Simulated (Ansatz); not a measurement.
Input and command of a calculation in Ansatz (plane waves; scalar-relativistic PAW potentials unless the input names others):

```yaml
crystal:
  lattice:
    - [3.8574396495, 0.0, 0.0]
    - [0.0, 3.8574396495, 0.0]
    - [0.0, 0.0, 3.8574396495]
  atoms:
    - { symbol: Ti, position: [0.0, 0.0, 0.0] }
    - { symbol: Al, position: [0.5, 0.5, 0.0] }
    - { symbol: Al, position: [0.5, 0.0, 0.5] }
    - { symbol: Al, position: [0.0, 0.5, 0.5] }
basis:
  ecutwfc: 420
kpoints:
  mp_grid: { grid: [10, 10, 10] }
hamiltonian:
  xc: pbe
scf:
  occupations: { method: gaussian, width: 0.1 }
  max_iter: 2.5
output:
  forces: true
  eigenvalues: true
  stress: true
```

```bash
ansatz run input.yaml --threads 1 --pin off --max-ram 2560MiB --backend cpu --events-out ev --progress --plain --runs-dir out
```

Q: What is wrong with this input?

A: The program refuses it, because of a value of the wrong type (scf.max_iter: not typed → 2.5). Without that key it is accepted.

Abridged log:
```
Error: YAML parse error: error: line 19 column 13: invalid u64
  --> <input>:19:13
   |
17 | scf:
18 |   occupations: { method: gaussian, width: 0.1 }
19 |   max_iter: 2.5
   |             ^ invalid u64
20 | output:
21 |   forces: true
   |
```